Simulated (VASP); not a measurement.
# Cs₂SnI₆: on-the-fly training of a machine-learned force field

Cs₂SnI₆, Fm-3m (no. 225), 36 atoms in the cell. PBE, machine-learned force field (on-the-fly training); PAW potentials Cs_sv, I, Sn (PBE set).

Atoms in the training cell: 36; Target temperature (K): 300; Ensemble of the training: NpT, Langevin, temperature ramp.

## Input

INCAR:
```
PREC = Normal
ENCUT = 290
EDIFF = 1E-6
ISMEAR = 0
SIGMA = 0.05
ALGO = Normal
LREAL = Auto
LASPH = T
NELM = 80
NELMIN = 4
LWAVE = F
LCHARG = F
GGA = PE
NCORE = 4
IBRION = 0
NSW = 3000
POTIM = 3
TEBEG = 90
TEEND = 390
ISYM = 0
MDALGO = 3
LANGEVIN_GAMMA = 10 10 10
ISIF = 3
RANDOM_SEED = 862304 0 0
LANGEVIN_GAMMA_L = 5
PMASS = 100
ML_LMLFF = T
ML_MODE = train
NWRITE = 0
ML_MCONF = 600
ML_MB = 1200
```

KPOINTS:
```
k-points
0
Gamma
  1 1 1
```

POSCAR:
```
Cs2SnI6
1.0
   11.627600000000      0.000000000000      0.000000000000
    0.000000000000     11.627600000000      0.000000000000
    0.000000000000      0.000000000000     11.627600000000
Cs I Sn
8 24 4
Direct
    0.745861924601      0.743166127168      0.748718420196
    0.252169554705      0.255862154869      0.750566099966
    0.247148264540      0.745950426458      0.253863630177
    0.758435703204      0.251407524042      0.243635856080
    0.245055220998      0.258256316466      0.251046901031
    0.741061948248      0.749568116243      0.243997595514
    0.746752787708      0.247481823472      0.746319205829
    0.252855508292      0.749674467791      0.746958454412
    0.502113786989      0.504282166434      0.746161775578
   -0.001324762426     -0.005060789962      0.753746495451
   -0.006653576388      0.500106765252      0.254444504415
    0.498429575746     -0.005407443523      0.252595603923
    0.494368594198      0.493006938253      0.246519925002
   -0.005724396804      0.006038887309      0.249057689923
   -0.010309006291      0.501404222038      0.739674992117
    0.500170579759      0.000225147026      0.735099431414
    0.498795507979      0.753320088592      0.504964053795
   -0.006096426475      0.258448396735      0.494329150832
   -0.001709506137      0.750303043955      0.007475650808
    0.502932057001      0.267188070984      0.003312375963
    0.759000277617      0.504338038166      0.496869801837
    0.254278643676      0.006968190518      0.497953744031
    0.255614231301      0.499890484053      0.003143640095
    0.752757021181     -0.000786208102      0.001250721191
    0.500531613429      0.240896622796      0.504622362533
   -0.006700339924      0.739162080143      0.493382167628
    0.004989708688      0.243499211692     -0.005010679995
    0.494137974849      0.747533094039     -0.005443121517
    0.238795903144      0.503168287845      0.493824825103
    0.743696175217     -0.000034890469      0.497702008840
    0.745080867789      0.506908253633     -0.002667244243
    0.238861803508     -0.009477858054     -0.001056621058
   -0.001817694161      0.001367905192     -0.002395565336
    0.497530160327      0.496277912478     -0.002682031231
    0.500826791632     -0.001962671887      0.500518293644
    0.009810384946      0.502472314927      0.491867161691
```

Commands:
```
cat potpaw_PBE.64/Cs_sv/POTCAR potpaw_PBE.64/I/POTCAR potpaw_PBE.64/Sn/POTCAR > POTCAR
# POSCAR: the crystal's sites, moved at random by about 0.06 A along each axis
mpirun -np 8 vasp_gam > vasp.out
cp ML_ABN ../ML_AB.train
cp ML_FFN ../ML_FF.train
```

## Result

- MD steps with a DFT calculation: 245
- MD steps: 3000
- Force error on the training data while learning (meV/Å): 20.9
- Energy error on the training data while learning (meV/atom): 0.471
- Last threshold of the force error (eV/Å): 0.0128

Errors on the training data as learning went on:

| MD step | Energy (meV/atom) | Forces (meV/Å) | Stress (kbar) |
|---|---|---|---|
| 1 | 2.705 | 37.1 | 2.78 |
| 6 | 0.009 | 17.8 | 0.04 |
| 11 | 0.032 | 19.0 | 0.05 |
| 54 | 0.089 | 16.9 | 0.14 |
| 131 | 0.367 | 18.0 | 0.18 |
| 428 | 0.573 | 19.2 | 0.20 |
| 719 | 0.517 | 18.9 | 0.18 |
| 1245 | 0.466 | 19.2 | 0.17 |
| 1497 | 0.445 | 19.6 | 0.15 |
| 1759 | 0.449 | 20.0 | 0.14 |
| 2025 | 0.467 | 20.2 | 0.15 |
| 2407 | 0.476 | 20.3 | 0.14 |
| 2760 | 0.473 | 20.6 | 0.14 |
| 2997 | 0.471 | 20.9 | 0.14 |

DFT calculations in each fifth of the run: 67, 31, 57, 40, 50.

ML_LOGFILE:
```
ML_LOGFILE 0.2.5

* MEMORY INFORMATION ********************

Estimated memory consumption for ML force field generation (MB):

Persistent allocations for force field  :    462.6
|
|-- CMAT for basis  :     62.9
|-- SINV for basis  :     10.9
|-- FMAT for basis  :    291.5
|-- DESC for basis  :     10.6
|-- DESC product matrix  :      5.7

Persistent allocations for ab initio data     :      1.9
|
|-- Ab initio data  :      1.9
|-- Ab initio data (new)  :      0.1

Temporary allocations for sparsification  :     99.2
|
|-- SVD matrices  :     99.1

Other temporary allocations  :     33.7
|
|-- Descriptors  :      4.0
|-- Regression  :     25.1
|-- Prediction  :      4.7

Total memory consumption  :    613.1

********************

* MACHINE LEARNING SETTINGS ********************

General settings
------------------------------------------------------------
Machine learning operation mode in strings (supertag)  :         train (I) ML_MODE
Machine learning operation mode  :             0     ML_ISTART
Machine learning force field type  :        kernel     ML_TYPE
Controls the verbosity of the output at each MD step when machine learning is used  :             1     ML_OUTPUT_MODE
[... 444 lines left out ...]

Program part                                         system clock (sec)       cpu time (sec)
---------------------------------------------------|--------------------|-------------------
Setup (file I/O, parameters,...)                   |              0.504 |              0.488
Descriptor and design matrix                       |             65.523 |             65.138
Sparsification of configurations                   |              6.613 |              6.560
Regression                                         |             13.577 |             13.485
Prediction                                         |             86.041 |             85.520
---------------------------------------------------|--------------------|-------------------
TOTAL                                              |            172.258 |            171.191

********************
```

Limits: These errors are on the data that the field was fitted to, not on fresh structures.

VASP 6.6.1 took 2372 s on 8 cores (Intel Xeon 6975P-C (Granite Rapids)), a shared host.
